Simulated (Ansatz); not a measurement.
**Cu: a trial structure relaxed**

Where does Cu go from the start given, alpha-boron type (R-3m, No. 166)?

Computed with Ansatz 0.2.0 (DFT PBE, scalar-relativistic, plane waves, PAW, unless a step's input says otherwise).

### Step 1. The system as given

It takes space group R-3m (No. 166, trigonal). The conventional cell has a = 5.828 Å, b = 5.828 Å, c = 14.909 Å, α = 90.00°, β = 90.00°, γ = 120.00°. Cu (site symmetry m) is surrounded by 6 Cu at 1.98 to 2.14 Å. Cu (site symmetry m) has 7 Cu at 2.12 to 2.39 Å as nearest neighbours.

Coordinates:

```xyz
12
Lattice="2.9141 1.6824 4.9696 -2.9141 1.6824 4.9696 0.0000 -3.3649 4.9696" Properties=species:S:1:pos:R:3 pbc="T T T"
Cu   -1.8750    1.0825    3.3495
Cu    0.0000   -2.1650    3.3495
Cu    1.8750    1.0825    3.3495
Cu    1.8750   -1.0825   11.5594
Cu   -1.8750   -1.0825   11.5594
Cu    0.0000    2.1650   11.5594
Cu   -1.1931    0.6888    5.3322
Cu    0.0000   -1.3776    5.3322
Cu    1.1931    0.6888    5.3322
Cu    1.1931   -0.6888    9.5767
Cu   -1.1931   -0.6888    9.5767
Cu    0.0000    1.3776    9.5767
```

(A quick probe on a coarse mesh, which set the mesh and smearing, is not shown.)

### Step 3. A loose first relaxation

input.yaml reads:

```yaml
crystal:
  lattice:
    - [2.9140612263, 1.6824340335, 4.9696463154]
    - [-2.9140612263, 1.6824340335, 4.9696463154]
    - [0.0, -3.3648680668, 4.9696463154]
  atoms:
    - { symbol: Cu, position: [0.01019, 0.65361, 0.01019] }
    - { symbol: Cu, position: [0.01019, 0.01019, 0.65361] }
    - { symbol: Cu, position: [0.65361, 0.01019, 0.01019] }
    - { symbol: Cu, position: [0.98981, 0.34639, 0.98981] }
    - { symbol: Cu, position: [0.34639, 0.98981, 0.98981] }
    - { symbol: Cu, position: [0.98981, 0.98981, 0.34639] }
    - { symbol: Cu, position: [0.22118, 0.6306, 0.22118] }
    - { symbol: Cu, position: [0.22118, 0.22118, 0.6306] }
    - { symbol: Cu, position: [0.6306, 0.22118, 0.22118] }
    - { symbol: Cu, position: [0.77882, 0.3694, 0.77882] }
    - { symbol: Cu, position: [0.3694, 0.77882, 0.77882] }
    - { symbol: Cu, position: [0.77882, 0.77882, 0.3694] }
basis:
  ecutwfc: 420
kpoints:
  mp_grid: { grid: [6, 6, 6] }
hamiltonian:
  xc: pbe
scf:
  occupations: { method: gaussian, width: 0.1 }
  lower_state_search: "off"
output:
  forces: true
  stress: true
  eigenvalues: true
relax:
  adjacent_minimum: "off"
  f_tol: 0.04
  max_steps: 70
  cell: { stress_tol: 0.4 }
```

Further runs follow: relaxing cell and atoms.

Before running it: what results should come out?

**Answer**, as computed:

| quantity | value |
| --- | --- |
| cell (conventional) | a = 5.984 Å, b = 5.984 Å, c = 18.175 Å, α = 90.00°, β = 90.00°, γ = 120.00° |
| space group | R-3m (No. 166) |
| volume | 15.66 Å³/atom |
| gap on the mesh | none (metal) |

The space group stayed R-3m, and from the first guess the volume went from 12.18 to 15.66 Å³/atom.
